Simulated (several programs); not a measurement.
Many methods on one cell: GaSb (zincblende)

Measured values to be reproduced:
- band gap: 0.8 eV (direct gap at Gamma from photoreflectance of the GaSb layers; 10 K; “GaSbBi alloys and heterostructures: fabrication and properties”; PR signal from GaSb cap, barriers and buffer in a GaSbBi/GaSb quantum-well structure; line shape mixes several layers; 2019; arxiv:1910.11210)

GaSb (zincblende), relaxed with r2SCAN in Ansatz, was computed with several methods. The symmetry is F-43m (No. 216, cubic); a = 6.132 Å in the conventional setting, 28.82 Å³ an atom. Ga has 4 Sb at 2.66 Å; Sb has 4 Ga at 2.66 Å. (Simulation; spin polarisation is off.)

```cif
data_structure
_symmetry_space_group_name_H-M 'P 1'
_symmetry_Int_Tables_number 1
_cell_length_a 4.3358
_cell_length_b 4.3358
_cell_length_c 4.3358
_cell_angle_alpha 60.000
_cell_angle_beta 60.000
_cell_angle_gamma 60.000
_cell_volume 57.64
loop_
_atom_site_label
_atom_site_type_symbol
_atom_site_fract_x
_atom_site_fract_y
_atom_site_fract_z
_atom_site_occupancy
Ga1 Ga 0.00000 0.00000 0.00000 1
Sb1 Sb 0.25000 0.25000 0.25000 1
```

Gaps and times are for a single point on this cell; volume and bulk modulus come from each method's own relaxation or energy curve at fixed shape. Times are rough, from shared hosts (Arm Neoverse V1; Intel Xeon 6975P-C), and each method has its own mesh and cell size. PM6 (MOPAC), PM7 (MOPAC), GFN1-xTB (tblite), GFN2-xTB (tblite) treat a cluster of cells at its zone centre, which samples few k points: where these miss a band edge, the gap comes out too large for that reason alone. Gaps from k meshes are read at a limited set of points (mesh, symmetry points, PBE's band edges), so each method's own least gap may be somewhat smaller. xTB and the PM methods were fitted mostly to molecules, and can miss a solid's gap by electronvolts. Minimal bases can be far off for gaps. Times of the plane-wave ladder aren't listed, since it ran on unlike processors and cards. d marks a direct gap, i an indirect one (no mark: not told apart), a dash a value that wasn't computed or didn't pass its checks.

```
                              method              kind  gap (eV)  own volume (Å³/atom)  bulk modulus (GPa)  atoms computed  processor time
                              PBEsol         semilocal         –                 28.58                   –               2               –
light PBE (260 eV and a coarse mesh)  light plane-wave         0                     –                   –               2          0.64 s
                                 PBE         semilocal         0                 30.05                  44               2               –
              PBE/single zeta (GPAW)       small basis         0                     –                   –               2           3.2 s
                                 LDA         semilocal         0                 27.69                   –               2               –
                              r2SCAN         semilocal    0.41 d                 28.82                  53               2               –
                   GFN1-xTB (tblite)     tight binding         0                 29.48                  59         cluster           5.8 s
                         PM6 (MOPAC)    semi-empirical      6.54                     –                   –         cluster             6 s
                      PBE/SZV (CP2K)       small basis    0.32 d                     –                   –               2           9.2 s
                         PM7 (MOPAC)    semi-empirical      4.79                     –                   –         cluster           9.6 s
                   GFN2-xTB (tblite)     tight binding      0.75                     –                   –         cluster            10 s
                     PBE/DZVP (CP2K)       small basis    0.02 d                     –                   –               2            24 s
                             PBE+SOC         semilocal         0                     –                   –               2               –
                                PBE0            hybrid    1.33 d                     –                   –               2               –
                               HSE06            hybrid    0.77 d                 29.04                   –               2               –
                           HSE06+SOC            hybrid    0.59 d                     –                   –               2               –
```

Against HSE06 (0.77 eV) and with closed or daggered gaps left aside, the nearest gap at the points sampled is that of GFN2-xTB (tblite) (-0.02 eV) and the farthest that of PM6 (MOPAC) (+5.77 eV). HSE06 is only a yardstick of convenience, and nearness to it can be luck.

Volumes against r2SCAN's: PBEsol -0.8 %, PBE +4.3 %, LDA -3.9 %, GFN1-xTB (tblite) +2.3 %, HSE06 +0.8 %.

With PBE the bands overlap or touch, or nearly. Semilocal functionals can close a real gap, so this doesn't show a metal; small gaps of other methods may in turn close between the points read or with spin-orbit coupling, and the solid may be a semimetal.

Comparison with experiment:
- Band gap, measured 0.8 eV: light PBE (260 eV and a coarse mesh) -0.80 eV, PBE -0.80 eV, PBE/single zeta (GPAW) -0.80 eV, LDA -0.80 eV, r2SCAN -0.39 eV, GFN1-xTB (tblite) -0.80 eV, PM6 (MOPAC) +5.74 eV, PBE/SZV (CP2K) -0.48 eV, PM7 (MOPAC) +3.99 eV, GFN2-xTB (tblite) -0.05 eV, PBE/DZVP (CP2K) -0.78 eV, PBE+SOC -0.80 eV, PBE0 +0.53 eV, HSE06 -0.03 eV, HSE06+SOC -0.21 eV.
The calculations are for a static lattice; samples hold vibrations, temperature and, in optical gaps, excitons. A measured value is shown where most reports agree with it, and only for the quantities listed.

Only the rows marked +SOC include spin-orbit coupling.
